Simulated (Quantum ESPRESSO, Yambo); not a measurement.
# SiC (Moissanite): G0W0 with Yambo, start to end, part 2 of 3

Aim: the G0W0 gap of SiC (Moissanite) on PBE, step by step.

Quantum ESPRESSO 7.5 and Yambo 5.3.0; PBE and many-body steps on it, plane waves. Known limits of the many-body steps: not at the basis limit; coarse k mesh.

So far. Step 2 (Ground state): The gap is indirect, with the least direct gap 1.70 eV higher. Step 3 (Bands along the symmetry lines): The gap is 2.283 eV, as in the run before at this level.

### Step 4. Empty states on the mesh, 3×3×4 mesh, 180 bands

Level of this step: DFT, PBE, plane waves, norm-conserving pseudopotentials (Quantum ESPRESSO).

The sums over transitions need many empty states on a uniform mesh; this step solves for them.

File pw.in:

```
&control
  calculation = 'nscf'
  prefix = 'x'
  outdir = 'o'
  pseudo_dir = 'pseudo'
/
&system
  ibrav = 0
  nat = 4
  ntyp = 2
  ecutwfc = 74.0
  nbnd = 180
  force_symmorphic = .true.
/
&electrons
  conv_thr = 1e-9
  electron_maxstep = 80
  diago_full_acc = .true.
  diago_thr_init = 5e-6
/
ATOMIC_SPECIES
  Si 28.085 Si.upf
  C 12.011 C.upf
CELL_PARAMETERS angstrom
  3.0760000000 0.0000000000 0.0000000000
  -1.5380000000 2.6638941420 0.0000000000
  0.0000000000 0.0000000000 5.0480000000
ATOMIC_POSITIONS crystal
  Si 0.3333333333 0.6666666667 0.0045619064
  Si 0.6666666667 0.3333333333 0.5045619064
  C 0.3333333333 0.6666666667 0.3804380937
  C 0.6666666667 0.3333333333 0.8804380937
K_POINTS automatic
  3 3 4 0 0 0
```

Started as:

```bash
OMP_NUM_THREADS=1 mpirun -n 4 pw.x -nk 4 -in pw.in > pw.out
```

Output:

```text
[banner, memory and clock lines left out]
Program PWSCF v.7.5 starts

     Atomic positions and unit cell read from directory:
     o/x.save/

     Message from routine setup:
     using ibrav=0 with symmetry is DISCOURAGED, use correct ibrav instead

     G-vector sticks info

     bravais-lattice index     =            0
     lattice parameter (alat)  =       5.8128  a.u.
     unit-cell volume          =     279.1382 (a.u.)^3
     number of atoms/cell      =            4
     number of atomic types    =            2
     number of electrons       =        16.00
     number of Kohn-Sham states=          180
     kinetic-energy cutoff     =      74.0000  Ry
     charge density cutoff     =     296.0000  Ry
     Exchange-correlation= PBE
                           (   1   4   3   4   0   0   0)

     celldm(1)=   5.812798  celldm(2)=   0.000000  celldm(3)=   0.000000
     celldm(4)=   0.000000  celldm(5)=   0.000000  celldm(6)=   0.000000

     crystal axes: (cart. coord. in units of alat)
               a(1) = (   1.000000   0.000000   0.000000 )
               a(2) = (  -0.500000   0.866025   0.000000 )
               a(3) = (   0.000000   0.000000   1.641092 )

     reciprocal axes: (cart. coord. in units 2 pi/alat)
               b(1) = (  1.000000  0.577350 -0.000000 )
               b(2) = (  0.000000  1.154701  0.000000 )
               b(3) = (  0.000000 -0.000000  0.609350 )
     Pseudo is Norm-conserving + core correction, Zval =  4.0
     Generated using ONCVPSP code by D. R. Hamann
     Using radial grid of 1510 points,  6 beta functions with:
     Pseudo is Norm-conserving + core correction, Zval =  4.0
     Generated using ONCVPSP code by D. R. Hamann
     Using radial grid of 1248 points,  4 beta functions with:
     Si                4.00    28.08500     Si( 1.00)
     C                 4.00    12.01100     C ( 1.00)

      6 Sym. Ops. (no inversion) found

   Cartesian axes

     site n.     atom                  positions (alat units)
         1        Si     tau(   1) = (  -0.0000000   0.5773503   0.0074865  )
         2        Si     tau(   2) = (   0.5000000   0.2886751   0.8280327  )
         3        C      tau(   3) = (  -0.0000000   0.5773503   0.6243340  )
         4        C      tau(   4) = (   0.5000000   0.2886751   1.4448802  )

     number of k points=    10
                       cart. coord. in units 2pi/alat
        k(    1) = (   0.0000000   0.0000000   0.0000000), wk =   0.0555556
        k(    2) = (   0.0000000   0.0000000   0.1523376), wk =   0.1111111
        k(    3) = (   0.0000000   0.0000000  -0.3046751), wk =   0.0555556
[...]
k(    9) = (   0.3333333   0.5773503  -0.3046751), wk =   0.1111111
        k(   10) = (   0.0000000  -0.3849002   0.1523376), wk =   0.3333333

     Dense  grid:    23969 G-vectors     FFT dimensions: (  32,  32,  54)

     The potential is recalculated from file :
     o/x.save/charge-density

     Starting wfcs are   16 randomized atomic wfcs +  164 random wfcs

     Band Structure Calculation

     End of band structure calculation

          k = 0.0000 0.0000 0.0000 (  2997 PWs)   bands (ev):

    -5.9244  -2.3578   0.9457   8.3320   8.3320   9.5423   9.6509   9.6509
    14.4502  15.8529  16.3195  16.3195  17.3962  18.6057  18.6057  20.9834
    21.0796  21.0796  22.5837  24.6673  24.6673  26.4321  27.1872  29.9514
[...]
[... 11 further rows ...]
[...]
146.5917 146.5917 147.4765 148.1015

          k = 0.0000 0.0000 0.1523 (  2966 PWs)   bands (ev):

[...]
[... 11 further rows ...]
[...]
145.4939 145.4939 145.8727 146.4470

          k = 0.0000 0.0000-0.3047 (  2978 PWs)   bands (ev):

[...]
77.9224  77.9224  77.9224  77.9224  78.6091  78.6091  79.2623  79.2623
     [... 11 further rows ...]
   143.6707 143.6707 144.3888 144.3888 144.3888 144.3888 145.2032 145.2032
   146.1834 146.1834 146.1834 146.1834

          k = 0.0000 0.3849 0.0000 (  3004 PWs)   bands (ev):

     [... further k-points ...]

     highest occupied, lowest unoccupied level (ev):     9.6509   11.9339

     XML data file, pseudopotentials, collected wavefunctions
```

The job ended after 14 s (4 MPI ranks of Arm Neoverse V1, shared host; peak memory 0.38 GiB; 55 s of CPU time).

Numbers from this step:

```
gap                                                           : 2.283 eV
k of the valence top                                          : 0, 0, 0
k of the conduction bottom                                    : 0.3333, 0.3333, 0
least direct gap                                              : 4.286 eV
k points computed                                             : 10
lowest point of the top converged band, above the valence top : 131.1515 eV
```

On this mesh the gap is 2.283 eV.

### Step 5. Conversion and set-up

This step: Yambo 5.3.0; conversion and set-up on PBE, plane waves, norm-conserving pseudopotentials.

The states are converted to the many-body program's format and the q mesh is built.

Started as:

```bash
(cd o/x.save; p2y > p2y.log; mv SAVE ../..); yambo > setup.log
```

Output:

```text
 Yambo, version 5.3.0

 [02] CORE Variables Setup
 =========================

  [02.01] Unit cells
  ==================

  Cell kind             :  HCP
  Atoms in the cell     :  Si  C
  number of Si atoms    :  2
  number of C  atoms    :  2

  List of atomic masses
  Mass of Si    :  28.08500
  Mass of C     :  12.01100

  List of atomic coordinates    : [cc]
  Si1       : -0.29064E-09   3.3560      0.43518E-01  order 1
  Si2       :  2.906399  1.678010  4.813186  order 2
  C1       : -0.29064E-09   3.3560       3.6291      order 3
  C2       :  2.906399  1.678010  8.398796  order 4

  Alat factors          :  5.812798  5.034030  9.539337 [a.u.]
  Direct lattice volume :  279.1382 [a.u.]
  Direct lattice vectors:  A[ 1 ]  A[ 2 ]  A[ 3 ]
   A[ 1 ]:  1.000000  0.000000  0.000000  [iru]
   5.812798  0.000000  0.000000  [cc]
   A[ 2 ]: -0.500000  1.000000  0.000000  [iru]
  -2.906399  5.034030  0.000000  [cc]
   A[ 3 ]:  0.000000  0.000000  1.000000  [iru]
   0.000000  0.000000  9.539337  [cc]

  Recip. lattice volume :  0.888629 [a.u.]
  Recip. lattice vectors:  B[ 1 ]  B[ 2 ]  B[ 3 ]
   B[ 1 ]:  1.000000  0.500000  0.000000  [iku]
   1.080923  0.624071 -0.000000  [cc]
   B[ 2 ]:  0.000000  1.000000  0.000000  [iku]
   0.000000  1.248142  0.000000  [cc]
   B[ 3 ]:  0.000000  0.000000  1.000000  [iku]
   0.000000 -0.000000  0.658661  [cc]

  [02.02] Symmetries
  ==================

  Inversion symmetry    : yes
  Spatial inversion     : no
  Inversion index       :   7
  K-space Time-reversal : yes
  Magnetic symmetries   : no
  Time-reversal derived K-space symmetries:   7  12
  Group table correct   : yes
  Symmetries units      :  [cc]

   [S  1]:   1.0000       0.0000       0.0000      0.27357E-16   1.0000       0.0000       0.0000       0.0000       1.0000
   [S  2]: -0.500000  0.866025  0.000000 -0.866025 -0.500000  0.000000  0.000000  0.000000  1.000000
   [S  3]: -0.500000 -0.866025  0.000000  0.866025 -0.500000  0.000000  0.000000  0.000000  1.000000
   [S  4]:  -1.0000       0.0000       0.0000     -0.20379E-15   1.0000       0.0000       0.0000       0.0000       1.0000
   [S  5]:  0.500000  0.866025  0.000000  0.866025 -0.500000  0.000000  0.000000  0.000000  1.000000
   [S  6]:  0.500000 -0.866025  0.000000 -0.866025 -0.500000  0.000000  0.000000  0.000000  1.000000
   [S* 7]:  -1.0000      -0.0000      -0.0000     -0.27357E-16  -1.0000      -0.0000      -0.0000      -0.0000      -1.0000
   [S* 8]:  0.500000 -0.866025 -0.000000  0.866025  0.500000 -0.000000 -0.000000 -0.000000 -1.000000
   [S* 9]:  0.500000  0.866025 -0.000000 -0.866025  0.500000 -0.000000 -0.000000 -0.000000 -1.000000
   [S*10]:   1.0000      -0.0000      -0.0000      0.20379E-15  -1.0000      -0.0000      -0.0000      -0.0000      -1.0000
   [S*11]: -0.500000 -0.866025 -0.000000 -0.866025  0.500000 -0.000000 -0.000000 -0.000000 -1.000000
[...]
Grid dimensions      :   4   3   3
  K lattice UC volume  :  0.024684 [a.u.]

  IBZ K-points                                      :  10
  BZ  K-points                                      :   36

  K/Q-points units:
  rlu = crystal or reduced units; cc = cartesian coordinates; iku = interal k-units

  K [ 1]         [rlu]:  0.000000  0.000000  0.000000
         WF components:  2997
  K [ 2]         [rlu]:  0.000000  0.000000  0.250000
         WF components:  2966
  K [ 3]         [rlu]:  0.000000  0.000000 -0.500000
         WF components:  2978
[...]
K [ 8]         [rlu]:  0.333333  0.333333  0.250000
[...]
K [ 9]         [rlu]:  0.333333  0.333333 -0.500000
         WF components:  3018
  K [10]         [rlu]:  0.000000 -0.333333  0.250000
         WF components:  2997

  [02.05] Energies & Occupations
  ==============================

  [X] === General ===
  [X] Electronic Temperature                        :  0.000000  0.000000 [eV K]
  [X] Bosonic    Temperature                        :  0.000000  0.000000 [eV K]
  [X] Finite Temperature mode                       : no
  [X] El. density                                   :  0.38681E+24 [cm-3]
  [X] Fermi Level                                   :  9.650849 [eV]

  [X] === Gaps and Widths ===
  [X] Conduction Band Min                           :  2.283037 [eV]
  [X] Valence Band Max                              :  0.000000 [eV]
  [X] Filled Bands                                  :   8
  [X] Empty Bands                                   :    9  180
  [X] Direct Gap                                    :  4.286464 [eV]
  [X] Direct Gap localized at k                     :   4
  [X] Indirect Gap                                  :  2.283037 [eV]
  [X] Indirect Gap between kpts                     :   1   7
  [X] Last valence band width                       :  3.832875 [eV]
  [X] 1st conduction band width                     :  3.608972 [eV]

  E @ K [ 1]:  [eV]
   -15.5753     -12.0086     -8.70510     -1.31881     -1.31881    -0.108581    -0.311050E-8   0.00000
[...]
occ @ K [ 1]
[...]
E @ K [ 2]:  [eV]
[...]
occ @ K [ 2]
[...]
E @ K [ 3]:  [eV]
[...]
occ @ K [ 3]
[...]
E @ K [ 8]:  [eV]
[...]
occ @ K [ 8]
[...]
E @ K [ 9]:  [eV]
[...]
occ @ K [ 9]
[...]
E @ K [10]:  [eV]
[...]
occ @ K [10]
   2.000000  2.000000  2.000000  2.000000  2.000000  2.000000  2.000000  2.000000
   0.000000  0.000000  0.000000  0.000000  0.000000  0.000000  0.000000  0.000000

 [03] Transferred momenta grid and indexing
 ==========================================

 IBZ Q-points                                      :  10
 BZ  Q-points                                      :   36

 K/Q-points units:
 rlu = crystal or reduced units; cc = cartesian coordinates; iku = interal k-units

 Q [ 1]         [rlu]:  0.000000  0.000000  0.000000
 Q [ 2]         [rlu]:  0.000000  0.000000  0.250000
 Q [ 3]         [rlu]:  0.000000  0.000000 -0.500000
[...]
Q [ 8]         [rlu]:  0.333333  0.333333  0.250000
 Q [ 9]         [rlu]:  0.333333  0.333333 -0.500000
 Q [10]         [rlu]: -0.10530E-16 -0.33333      0.25000

  [03.01] X indexes
  =================

   [03.01.01] Sigma indexes
   ========================

 [06] Game Over & Game summary
```

It took 2 s on 1 MPI rank; peak memory 0.23 GiB.

[end of part 2 of 3]

[Paths, hosts, dates, memory and timing lines, banners, echoed tables and standing remarks are left out of the program output.]

[Logs are printed without paths, hosts, clocks, repeated set-up lines and the standing remarks that a program may print on its own settings, such as how far it seeks lower states.]

[Runs of the session that timed out or met a known fault of the program may be left out.]

[Hosts, paths, dates, database ids (printed as entryN), source tags and the programs' standing remarks are cut or masked in the printed files.]
